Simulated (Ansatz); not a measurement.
**4-layer 2H-MoS2 (2H stacking) in a perpendicular field**

Aim: how the 4-layer 2H-MoS2 (2H stacking) screens a field along its normal, and what the field does to its bands. A positive field points along +c.

Method: plane-wave DFT, PBE-D3(BJ), Ansatz PAW, in Ansatz 0.2.0.

**1. The starting structure**

The cell holds 12 atoms: 8 S and 4 Mo. Its edges and angles: a = 3.180 Å, b = 3.180 Å, c = 75.150 Å, α = 90.0°, β = 90.0°, γ = 120.0°. Regions: layer 1: 2H-MoS2, 3 atoms (2 S and 1 Mo); layer 2: 2H-MoS2, 3 atoms (2 S and 1 Mo); layer 3: 2H-MoS2, 3 atoms (2 S and 1 Mo); layer 4: 2H-MoS2, 3 atoms (2 S and 1 Mo). Vacuum lies along c.

**2. Relaxation**

The starting cell is a guess, so the in-plane lattice and the atoms are relaxed first, with the slab cut off from its images along the normal.

input.yaml

```yaml
crystal:
  lattice:
    - [3.18, 0.0, 0.0]
    - [-1.59, 2.753960784, 0.0]
    - [0.0, 0.0, 75.1503909542]
  atoms:
    - { symbol: S, position: [0.3333333333, 0.6666666667, 0.3532915752] }
    - { symbol: Mo, position: [0.0, 0.0, 0.3749986994] }
    - { symbol: S, position: [0.3333333333, 0.6666666667, 0.3967058236] }
    - { symbol: S, position: [0.0, 0.0, 0.4366257756] }
    - { symbol: Mo, position: [0.3333333333, 0.6666666667, 0.4583328998] }
    - { symbol: S, position: [0.0, 0.0, 0.480040024] }
    - { symbol: S, position: [0.3333333333, 0.6666666667, 0.519959976] }
    - { symbol: Mo, position: [0.0, 0.0, 0.5416671002] }
    - { symbol: S, position: [0.3333333333, 0.6666666667, 0.5633742244] }
    - { symbol: S, position: [0.0, 0.0, 0.6032941764] }
    - { symbol: Mo, position: [0.3333333333, 0.6666666667, 0.6250013006] }
    - { symbol: S, position: [0.0, 0.0, 0.6467084248] }
  periodic: [true, true, false]
kpoints:
  mp_grid: { grid: [12, 12, 1] }
hamiltonian:
  xc: pbe
  dispersion: d3bj
scf:
  occupations: { method: fermi_dirac, width: 0.05 }
  convergence: { dr2_threshold: 1.0e-09 }
relax:
  f_tol: 0.004
  max_steps: 90
  cell: {}
output:
  write_potential: true
  write_density: true
  volumetric_format: npy
```

Started as:

```console
$ ansatz run input.yaml --threads 4 --pin off --max-ram 8192MiB --backend cpu --events-out ev --progress --plain --runs-dir out
```

Numbers of over 12 decimals in the logs are rounded to 6 here.

Log:

```text
Warning: relax.cell: scf.convergence.dr2_threshold = 1e-9 eV is looser than the 1.16819295541e-10 eV advised for a relaxation that steers and ends on the stress (1e-10 eV for each atom of the cell: 12, times the square of relax.cell.stress_2d_tol = 0.05 N/m over 32.1 Å (the atoms' height at the walk's start and 5 Å past either face), 1.560e-2 GPa, over a crystal's default 0.05). What an SCF threshold leaves in a stress goes as its square root, and in the free energy as the threshold itself, and one threshold admits the most on a small cell: [figures from the program's tests cut] Set scf.convergence.dr2_threshold to 1.16819295541e-10 eV or tighter. [rest of the remark cut]
Engine: ansatz 0.2.0, x86_64-unknown-linux-gnu
Pseudopotentials: kind: paw
Pseudopotential: S, paw, valence charge 6, recommended cutoff 420 eV (normal), S.paw.azcp
Pseudopotential: Mo, paw, valence charge 14, recommended cutoff 420 eV (normal), Mo.paw.azcp
Functional definition: PBE
  parameter kappa = 0.804
  parameter beta = 0.066725
  exchange = pbe_x(kappa = kappa, mu = beta*pi^2/3)
  correlation = pbe_c(beta = beta)
Crystal: 12 atoms, lattice volume = 658.137 Å³
Basis set: ecut = 420 eV, 12959 PW (Γ), exchange–correlation on 48×48×1024 points (8 copies of the dense FFT grid, shifted against one another)
Bands: 64, of which v1, the nominal top of the filled ones, is band 52 counted from 1 (51 counted from 0)
Symmetry: 12 space group operations
Space group: P-3m1 (ITA 164), of the structure as read, at distance tolerance 8.7e-5 Å
k-points: 19 of 144
Non-local potential: S, projectors of the file, l = 0: 2, l = 1: 2, l = 2: 2
Non-local potential: Mo, projectors of the file, l = 0: 3, l = 1: 2, l = 2: 2, l = 3: 1
PAW form: soft (Blöchl's): semilocal exchange-correlation on the pseudo side does not see the compensation charge
PAW one-centre angular grid: S, 110 points (default); XC on 64 Gauss nodes
PAW one-centre angular grid: Mo, 590 points (default); XC on 64 Gauss nodes
Initial density: superposition of atomic densities (neutral atoms: chi_scale 0, normalization atom), corrected by the library's trained network
Initial wavefunctions: pseudopotential atomic-orbital guess
Functional: x = pbe(κ = 0.804, μ = 0.219515), c = pbe(β = 0.066725)
SCF iter   1: F=—  HF=-27055.437072 eV  |F-HF|=—  |Δ(HF+E_count)|=         —  Δρ=3.23e-3  dr2=1.36e-1  ethr=1.77e-3  ⟨swp⟩=11.0  Hψ=7633  notcnv=0
preconditioner: auto → Resta (q_TF=auto, 2.006 Å⁻¹)  ε∞=3.7  [insulator: Δε(μ)=0.985 eV  Ē_g=7.466 eV  σ=0.050 eV  W_gap=1.00  n_scr=46 (ndim 8)  ℏωp=12.3 eV  f_vac=0.659  D(μ)=0.00/eV (n_scr^D=0)  ε∞_Penn≈3.7  vacuum switching on, ρ_ref=4.0e-3 e/Å³]
SCF iter   2: F=—  HF=-27055.459396 eV  |F-HF|=—  |Δ(HF+E_count)|=   2.23e-2  Δρ=2.26e-3  dr2=1.25e-1  ethr=1.31e-4  ⟨swp⟩=3.9  Hψ=2806  notcnv=0  defer=44
SCF iter   3: F=—  HF=-27055.452071 eV  |F-HF|=—  |Δ(HF+E_count)|=   7.32e-3  Δρ=1.45e-3  dr2=4.41e-3  ethr=1.20e-4  ⟨swp⟩=3.3  Hψ=2090  notcnv=0  defer=44
SCF iter   4: F=—  HF=-27055.459268 eV  |F-HF|=—  |Δ(HF+E_count)|=   7.20e-3  Δρ=3.51e-4  dr2=1.35e-3  ethr=4.24e-6  ⟨swp⟩=3.7  Hψ=2957  notcnv=0  defer=44
SCF iter   5: F=—  HF=-27055.459377 eV  |F-HF|=—  |Δ(HF+E_count)|=   1.09e-4  Δρ=9.68e-5  dr2=1.09e-4  ethr=1.30e-6  ⟨swp⟩=3.0  Hψ=2207  notcnv=0  defer=44
SCF iter   6: F=—  HF=-27055.459393 eV  |F-HF|=—  |Δ(HF+E_count)|=   1.60e-5  Δρ=3.71e-5  dr2=1.39e-5  ethr=1.05e-7  ⟨swp⟩=3.2  Hψ=2442  notcnv=0  defer=44
SCF iter   7: F=—  HF=-27055.459474 eV  |F-HF|=—  |Δ(HF+E_count)|=   8.08e-5  Δρ=2.80e-5  dr2=2.55e-5  ethr=1.33e-8  ⟨swp⟩=3.4  Hψ=2578  notcnv=0  defer=44
SCF iter   8: F=—  HF=-27055.459462 eV  |F-HF|=—  |Δ(HF+E_count)|=   1.14e-5  Δρ=6.04e-6  dr2=5.16e-7  ethr=1.33e-8  ⟨swp⟩=2.2  Hψ=1672  notcnv=0  defer=44
SCF iter   9: F=—  HF=-27055.459472 eV  |F-HF|=—  |Δ(HF+E_count)|=   9.83e-6  Δρ=4.09e-6  dr2=1.73e-7  ethr=4.96e-10  ⟨swp⟩=3.1  Hψ=2613  notcnv=0  defer=44
SCF iter  10: F=—  HF=-27055.459472 eV  |F-HF|=—  |Δ(HF+E_count)|=   6.75e-9  Δρ=2.63e-6  dr2=1.44e-7  ethr=1.67e-10  ⟨swp⟩=3.1  Hψ=2481  notcnv=0  defer=44
SCF iter  11: F=—  HF=-27055.459472 eV  |F-HF|=—  |Δ(HF+E_count)|=   1.51e-8  Δρ=6.35e-7  dr2=8.17e-9  ethr=1.39e-10  ⟨swp⟩=2.7  Hψ=1867  notcnv=0  defer=44
SCF iter  12: F=-27055.459472 eV  HF=-27055.459472 eV  |F-HF|=5.71e-10  |Δ(HF+E_count)|=  8.95e-10  Δρ=2.65e-7  dr2=5.91e-10  ethr=1.00e-12  ⟨swp⟩=10.3  Hψ=11052  notcnv=0
SCF 1 converged in 12 iterations: F = -27055.459472 eV  dr2 = 5.91e-10
  greatest PAW one-centre occupation: 0.998 electrons in one spin orbital (limit 2), on the Mo atom at site 7 (counted from 0), in its partial waves of l = 0
relax step   1: F+E_penalty+E_count = -27055.45947205 eV  Δ(F+E_penalty+E_count) = +0.000e0 eV  max|allowed force component| = 1.254e0 eV/Å  Δτ_max = 0.0000 Å  P = -15.682 N/m  Ω = 658.137 Å³  fix = [c, alpha, beta]  reactions: c -0.000 N/m  (12 SCF iters, accepted)
Crystal: 12 atoms, lattice volume = 654.085 Å³
Basis set: ecut = 420 eV, 12755 PW (Γ), exchange–correlation on 48×48×1024 points (8 copies of the dense FFT grid, shifted against one another)
Initial density: handed on by an earlier stage of this run
Initial wavefunctions: those handed on with the density
iter 1 solved again at ethr=2.85e-4 eV; its pass at ethr=3.10e-3 eV (dr2=2.96e-1 eV) is discarded
SCF iter   1: F=—  HF=-27055.797937 eV  |F-HF|=—  |Δ(HF+E_count)|=         —  Δρ=6.81e-3  dr2=3.40e-1  ethr=2.85e-4  ⟨swp⟩=3.1  Hψ=8633  notcnv=0
eigensolver tolerance schedule calibrated: the retry pair's looser diagonalisation under-reported the residual by θ = 0.13 (0.12/decade); ethr = c·dr2/N_el runs at the constant in force after the calibration composes with the one it found (an armed cap, an earlier calibration), c = 6.5e-2
preconditioner: auto → Resta (q_TF=auto, 2.008 Å⁻¹)  ε∞=3.5  [insulator: Δε(μ)=0.842 eV  Ē_g=7.841 eV  σ=0.050 eV  W_gap=1.00  n_scr=48 (ndim 8)  ℏωp=12.3 eV  f_vac=0.665  D(μ)=0.00/eV (n_scr^D=0)  ε∞_Penn≈3.5  vacuum switching on, ρ_ref=4.5e-3 e/Å³]
SCF iter   2: F=—  HF=-27055.753490 eV  |F-HF|=—  |Δ(HF+E_count)|=   4.44e-2  Δρ=3.69e-3  dr2=1.22e-1  ethr=2.11e-4  ⟨swp⟩=4.1  Hψ=2470  notcnv=0  defer=10
SCF iter   3: F=—  HF=-27055.739114 eV  |F-HF|=—  |Δ(HF+E_count)|=   1.44e-2  Δρ=2.18e-3  dr2=3.39e-2  ethr=7.59e-5  ⟨swp⟩=3.3  Hψ=2517  notcnv=0  defer=11
SCF iter   4: F=—  HF=-27055.735508 eV  |F-HF|=—  |Δ(HF+E_count)|=   3.61e-3  Δρ=7.65e-4  dr2=4.32e-3  ethr=2.11e-5  ⟨swp⟩=2.7  Hψ=2205  notcnv=0  defer=15
[...]
relax step   4: F+E_penalty+E_count = -27055.87003579 eV  Δ(F+E_penalty+E_count) = +1.457e-2 eV  max|allowed force component| = 1.869e-1 eV/Å  Δτ_max = 0.1683 Å  P = -0.074 N/m  Ω = 645.346 Å³  energy of the carried Pulay correction = +4.389e-4 eV  fix = [c, alpha, beta]  (14 SCF iters, rejected (line search))
[...]
relax step   5: F+E_penalty+E_count = -27055.89297118 eV  Δ(F+E_penalty+E_count) = -8.369e-3 eV  max|allowed force component| = 6.816e-3 eV/Å  Δτ_max = 0.0557 Å  P = +0.145 N/m  Ω = 645.533 Å³  energy of the carried Pulay correction = +4.324e-4 eV  fix = [c, alpha, beta]  reactions: c +0.000 N/m  (13 SCF iters, accepted)
[...]
relax step   6: F+E_penalty+E_count = -27055.89395411 eV  Δ(F+E_penalty+E_count) = -9.829e-4 eV  max|allowed force component| = 5.600e-3 eV/Å  Δτ_max = 0.0523 Å  P = -0.038 N/m  Ω = 646.113 Å³  energy of the carried Pulay correction = +4.123e-4 eV  fix = [c, alpha, beta]  reactions: c -0.000 N/m  (12 SCF iters, accepted)
[...]
relax step   7: F+E_penalty+E_count = -27055.89396890 eV  Δ(F+E_penalty+E_count) = -1.479e-5 eV  max|allowed force component| = 8.365e-4 eV/Å  Δτ_max = 0.0024 Å  P = -0.004 N/m  Ω = 645.994 Å³  energy of the carried Pulay correction = +4.164e-4 eV  fix = [c, alpha, beta]  reactions: c -0.000 N/m  (9 SCF iters, accepted)
Initial wavefunctions: pseudopotential atomic-orbital guess (no wavefunctions were taken with the density)
iter 1 solved again at ethr=7.62e-8 eV; its pass at ethr=3.10e-3 eV (dr2=7.92e-5 eV) is discarded
SCF iter   1: F=—  HF=-27055.893483 eV  |F-HF|=—  |Δ(HF+E_count)|=         —  Δρ=1.50e-5  dr2=2.19e-7  ethr=7.62e-8  ⟨swp⟩=7.5  Hψ=14712  notcnv=0
preconditioner: auto → Resta (q_TF=auto, 2.012 Å⁻¹)  ε∞=3.5  [insulator: Δε(μ)=0.921 eV  Ē_g=7.812 eV  σ=0.050 eV  W_gap=1.00  n_scr=48 (ndim 8)  ℏωp=12.4 eV  f_vac=0.669  D(μ)=0.00/eV (n_scr^D=0)  ε∞_Penn≈3.5  vacuum switching on, ρ_ref=4.4e-3 e/Å³]
SCF iter   2: F=—  HF=-27055.893530 eV  |F-HF|=—  |Δ(HF+E_count)|=   4.70e-5  Δρ=7.23e-6  dr2=4.95e-8  ethr=2.11e-10  ⟨swp⟩=4.3  Hψ=3719  notcnv=0
SCF iter   3: F=—  HF=-27055.893530 eV  |F-HF|=—  |Δ(HF+E_count)|=   4.11e-8  Δρ=1.82e-6  dr2=3.44e-8  ethr=4.76e-11  ⟨swp⟩=3.1  Hψ=2546  notcnv=0
SCF iter   4: F=—  HF=-27055.893530 eV  |F-HF|=—  |Δ(HF+E_count)|=  8.55e-10  Δρ=6.89e-7  dr2=3.42e-9  ethr=3.30e-11  ⟨swp⟩=2.9  Hψ=2062  notcnv=0
SCF iter   5: F=-27055.893530 eV  HF=-27055.893530 eV  |F-HF|=6.91e-10  |Δ(HF+E_count)|=  2.33e-10  Δρ=2.09e-7  dr2=1.64e-10  ethr=1.00e-12  ⟨swp⟩=15.2  Hψ=10720  notcnv=0
SCF 8 converged in 5 iterations: F = -27055.893530 eV  dr2 = 1.64e-10
relax step   8: F+E_penalty+E_count = -27055.89352964 eV  Δ(F+E_penalty+E_count) = +4.393e-4 eV  max|allowed force component| = 8.781e-4 eV/Å  Δτ_max = 0.0000 Å  P = -0.000 N/m  Ω = 645.994 Å³  fix = [c, alpha, beta]  reactions: c -0.000 N/m  stress off target by 4.47e-4 N/m on what of the cell is left free  SCF on the basis re-selected at this cell (its energy is not comparable with the rows above)  (5 SCF iters)
basis re-selected at this cell: Δ(F+E_penalty+E_count) = +4.393e-4 eV, ΔP = +0.004 N/m vs the last step (what re-selecting the basis moved, of the pressure what is left beyond the Pulay correction that the steps carried, after the strain that the cell walked since its last selection, with what the two solves' SCF thresholds leave and, on support functions, any second-order correction that the steps lacked; it is no m [...]
WARN: The output density's exchange-correlation potential varies sharply where the density is thin. Do not read a vacuum level from v_tot or v_xc, or from such a field of the output density. On a cell that repeats whose density bears no net charge and no dipole along the vacuum's axis use v_es (v_loc + v_h of the components); under efield.dipole_correction with no amplitude use v_es + v_field, which holds any externa [...]
SCF converged after 5 iterations
Free energy (F): -27055.893530 eV
Harris-Foulkes:  -27055.893530 eV  (|F-HF|=6.91e-10)
Internal energy: -27055.893525 eV  (E = F + TS)
E sigma→0 (E₀):  -27055.893527 eV
Entropy (-TS):   -0.000004 eV (-0.000 meV/atom)
Fermi energy:    -4.844297 eV
--- Per-component energies (eV) ---
  E_band       = -2305.846165
  E_kinetic    = 2627.874165
  E_local      = -1244256.811076  (includes V_loc(G=0)·N_el)
  E_nonlocal   = 796.959787
  E_hartree    = 620380.976187
  E_xc         = -1515.603337
  E_vxc        = -1622.189587  (∫ρ·V_xc dr)
  E_paw        = -17606.332199  (= ΣΔE_a)
  E_vpaw       = -613.630381  (= ΣTr[D̂ρ^β])
  E_aug_tail   = 0.000163  (compensation charges beyond the density's cutoff)
  E_ewald      = 612521.915553
  E_disp       = -4.872769  (pairwise vdW)
  E_smearing   = -0.000004  (= −TS)
  E_closure    = 0.000000  (closes the sum)
  Σ components = -27055.893530   (vs F -27055.893530, Δ=0.00e0)
--- Forces (eV/Å), atoms counted from 1 ---
  atom   1  S      0.00000000     0.00000000    -0.00087808
  atom   2  Mo    -0.00000000     0.00000000     0.00006321
  atom   3  S     -0.00000000     0.00000000     0.00074657
  atom   4  S      0.00000000    -0.00000000     0.00023966
  atom   5  Mo     0.00000000    -0.00000000     0.00018828
  atom   6  S      0.00000000    -0.00000000    -0.00007124
  atom   7  S     -0.00000000     0.00000000     0.00007124
  atom   8  Mo    -0.00000000     0.00000000    -0.00018828
  atom   9  S     -0.00000000     0.00000000    -0.00023966
  atom  10  S      0.00000000    -0.00000000    -0.00074657
  atom  11  Mo     0.00000000    -0.00000000    -0.00006321
  atom  12  S      0.00000000    -0.00000000     0.00087808
  max |Σ_I F_I| component: 3.47e-18 eV/Å
--- 2D stress c σ (N/m, compression-positive) ---
       -0.000447      -0.000000       0.000000
       -0.000000      -0.000447       0.000000
        0.000000       0.000000      -0.000000
  P = ½ c Tr σ = -0.0004 N/m
--- Band table (eV; the first three rows and the last of 19) ---
  k-point 0: bands = [... 48 lower, -6.3129, -5.7722, -5.4423, -5.2563, -3.1181, -3.1181, -3.1095, -3.1095, ... 8 higher]
  k-point 1: bands = [... 48 lower, -6.3085, -5.8326, -5.5887, -5.4619, -3.2256, -3.2166, -3.2076, -3.1974, ... 8 higher]
  k-point 2: bands = [... 48 lower, -6.4011, -6.1617, -6.0711, -6.0421, -3.7125, -3.6192, -3.4851, -3.3740, ... 8 higher]
  k-point 18: bands = [... 48 lower, -6.0225, -5.9706, -5.9075, -5.8593, -4.1446, -4.1446, -4.1335, -4.1335, ... 8 higher]
  the weakly bound empty levels are not read free of the cell's end (no_gap_told)
--- Relaxed structure (7 steps of the walk, 6 accepted, 1 SCFs on fresh bases) ---
  F+E_penalty+E_count = -27055.89352964 eV   max|allowed force component| = 8.781e-4 eV/Å   (the final SCF, on the basis selected at the relaxed cell)
  cell:  # Å, volume = 645.9945 Å³
    - [3.150529, 0, 0]
    - [-1.575264, 2.728438, 0]
    - [0, 0, 75.1503909542]
  atoms:
    - { symbol: S, position: [0.333333, 0.666667, 0.358365] }
    - { symbol: Mo, position: [9.251858539619998e-18, -5.08852219630634e-17, 0.379229] }
    - { symbol: S, position: [0.333333, 0.666667, 0.400071] }
    - { symbol: S, position: [9.251858539620045e-18, -5.0885221963063406e-17, 0.438934] }
    - { symbol: Mo, position: [0.333333, 0.666667, 0.459766] }
    - { symbol: S, position: [9.251858539620072e-18, -5.088522196306339e-17, 0.480598] }
    - { symbol: S, position: [0.333333, 0.666667, 0.519402] }
    - { symbol: Mo, position: [9.251858539620035e-18, -5.08852219630634e-17, 0.540234] }
    - { symbol: S, position: [0.333333, 0.666667, 0.561066] }
    - { symbol: S, position: [9.251858539619998e-18, -5.088522196306339e-17, 0.599929] }
    - { symbol: Mo, position: [0.333333, 0.666667, 0.620771] }
    - { symbol: S, position: [9.251858539620011e-18, -5.08852219630634e-17, 0.641635] }
```

Run time: 5.4 min. Hardware: 4 threads of Intel Xeon at 2.50GHz (Skylake/Cascade Lake), shared host; peak memory 1.7 GiB.

Relaxation path:

```csv
step,energy less that of the first step (eV),largest force component (eV/Å),volume (Å³)
1,0.0000,1.2538,658.14
2,-0.2758,0.8174,654.08
3,-0.4251,0.1079,642.13
4,-0.4106,0.1869,645.35
5,-0.4335,0.0068,645.53
6,-0.4345,0.0056,646.11
7,-0.4345,0.0008,645.99
8*,-0.4341,0.0009,645.99
```

Relaxation steps marked * repeat the geometry before them on a plane-wave basis chosen anew for their cell, so energy and pressure can jump there. Relaxation step 4 was tried and not accepted.

The run keeps the 12 symmetry operations that it works with, so distortions that break them were not tested.

```csv
cell as run,before,after,change
a (Å),3.180,3.151,-0.9 %
b (Å),3.180,3.151,-0.9 %
```

The atoms that moved most (Å, along periodic axes as changes of fractional coordinates times the final cell, across vacuum about the mean position):

```csv
atom,dx,dy,dz,length
S12,0.000,0.000,-0.381,0.381
S1,0.000,0.000,0.381,0.381
Mo2,0.000,0.000,0.318,0.318
Mo11,0.000,0.000,-0.318,0.318
S3,0.000,0.000,0.253,0.253
S10,0.000,0.000,-0.253,0.253
S4,0.000,0.000,0.173,0.173
S9,0.000,0.000,-0.173,0.173
```

The relaxed structure:

```cif
data_structure
_symmetry_space_group_name_H-M 'P 1'
_symmetry_Int_Tables_number 1
_cell_length_a 3.1505
_cell_length_b 3.1505
_cell_length_c 75.1504
_cell_angle_alpha 90.000
_cell_angle_beta 90.000
_cell_angle_gamma 120.000
_cell_volume 645.99
loop_
_atom_site_label
_atom_site_type_symbol
_atom_site_fract_x
_atom_site_fract_y
_atom_site_fract_z
_atom_site_occupancy
S1 S 0.33333 0.66667 0.35837 1
Mo2 Mo 0.00000 0.00000 0.37923 1
S3 S 0.33333 0.66667 0.40007 1
S4 S 0.00000 0.00000 0.43893 1
Mo5 Mo 0.33333 0.66667 0.45977 1
S6 S 0.00000 0.00000 0.48060 1
S7 S 0.33333 0.66667 0.51940 1
Mo8 Mo 0.00000 0.00000 0.54023 1
S9 S 0.33333 0.66667 0.56107 1
S10 S 0.00000 0.00000 0.59993 1
Mo11 Mo 0.33333 0.66667 0.62077 1
S12 S 0.00000 0.00000 0.64163 1
```

The lattice constant a goes from 3.180 to 3.151 Å.

(Continued in part 2 of 2.)

[Logs are printed without paths, hosts, clocks, repeated set-up lines and the standing remarks that a program may print on its own settings, such as how far it seeks lower states.]

[Hosts, paths, dates, database ids (printed as entryN), source tags and the programs' standing remarks are cut or masked in the printed files.]

[Maps of the electrostatic potential energy from Ansatz leave out the sawtooth potential of an applied field or a dipole correction, so their vacuum need not be flat; planar profiles and work functions include it.]
